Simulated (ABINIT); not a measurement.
Crystal: Sn.

```
Sn
1.0
     0.00000    3.23334    3.23334
     3.23334    0.00000    3.23334
     3.23334    3.23334    0.00000
Sn
2
Direct
  0.75000 0.75000 0.75000
  0.50000 0.50000 0.50000
```

This isn't the form of Sn at room conditions, which is tetragonal (white tin).

Base run:

- Program: ABINIT 10.8.3 (patched build)
- Functional: r2SCAN
- Potentials or basis: PseudoDojo NC SR PBE v0.4.1 standard
- Cutoff: 1170 eV
- k mesh: 7 × 7 × 7
- Occupations: fermi-dirac, width 0.05 eV
- Spin: no spin polarisation

Its results: band gap on the k mesh none (metal or under the smearing width); pressure 1.4 GPa.

Problem. The run is repeated on the same cell with these changes: potentials or basis from PseudoDojo NC SR PBE v0.4.1 standard to JTH PAW PBE v2.0; cutoff from 1170 eV to 707 eV. What comes out?

Solution. Band gap on the k mesh none (metal or under the smearing width); pressure 2.0 GPa.

Caveats: a meta-GGA on potentials with a model core is unreliable (some runs); the potentials were made for another functional, which shifts forces and pressure (some runs); the PAW data sets were made with another functional, which shifts forces and pressure a little (some runs).
